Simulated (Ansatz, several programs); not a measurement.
A 3-atom cell of Na₂S started from a crystallographic database, relaxed with r2SCAN in Ansatz (plane waves, PAW): space group Fm-3m (No. 225), cubic; conventional cell a = 6.511 Å, 23.00 Å³ an atom. Around Na lie 4 S at 2.82 Å; around S lie 8 Na at 2.82 Å. The cell was then scaled with its shape and fractional coordinates held. No spin polarisation and no zero-point or thermal motion.

| V (Å³/atom) | E (meV/atom) |
| --- | --- |
| 21.620 | 8.92 |
| 22.310 | 2.12 |
| 23.000 | 0.00 |
| 24.380 | 7.11 |

(1) Pass a cubic E = c₀ + c₁u + c₂u² + c₃u³, with u = V − 22.828 Å³, through these points.

(2) Where is the minimum, and what bulk modulus follows?

(3) Predict the energy and the pressure at the withheld volume, 23.690 Å³.

Results:

(1) c₀ = 0.13, c₁ = -1.484, c₂ = 4.385, c₃ = -0.3412 (meV and Å³).

(2) dE/du = 0 at u = +0.173, so V₀ = 23.00 Å³. B = V₀ d²E/dV² = 23.00 × (2c₂ + 6c₃u) = 23.00 × 8.416 = 194 meV/Å³, and 1 meV/Å³ is 0.16022 GPa: 31 GPa. A third-order Birch-Murnaghan fit to all five points gives 23.01 Å³ and 31 GPa.

(3) With u = +0.862: E ≈ 1.89 meV and P = −dE/dV ≈ -0.85 GPa. The run gives 1.85 meV and, from its stress, -0.85 GPa.
